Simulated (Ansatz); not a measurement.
Level of theory: DFT PBE+D3(BJ), scalar-relativistic, plane waves, PAW in Ansatz 0.2.0. All cells share a 420 eV cutoff and Γ-centred k meshes spaced at most about 0.3 Å⁻¹ (2π included). No spin polarisation.

These are static total energies at zero pressure.

Two relaxed structures of NaI:

A. Space group Fm-3m (No. 225), cubic, a = 6.359 Å. Around Na lie 6 I at 3.18 Å; I has 6 Na at 3.18 Å.

B. Space group I4_1/amd (No. 141), tetragonal, a = 4.375 Å, c = 14.575 Å. Around Na lie 4 I at 3.09 Å; around I lie 4 Na at 3.09 Å.

Task: Which is lower in energy, and by how much?

Result: A is lower, by 151 meV/atom. A has the rock salt type, space group Fm-3m (No. 225), 32.1 Å³/atom and a gap of 3.79 eV on its mesh; B has space group I4_1/amd (No. 141), 34.9 Å³/atom and a gap of 2.67 eV. Counting I atoms around Na (those within 1.25 times the shortest such distance or 1.15 times the sum of covalent radii), A has Na 6 and B has Na 4. Origin: A, reached from a Materials Project cell, among other starts; B, reached from a Materials Project cell. Shaken at random and relaxed again, A came back. Checks on A: no imaginary mode on a 4×4×4 q mesh.

Spin–orbit coupling, which can matter for I, is left out. Kohn–Sham gaps at this level usually fall short of measured ones. The missing spin–orbit coupling can work the other way here.
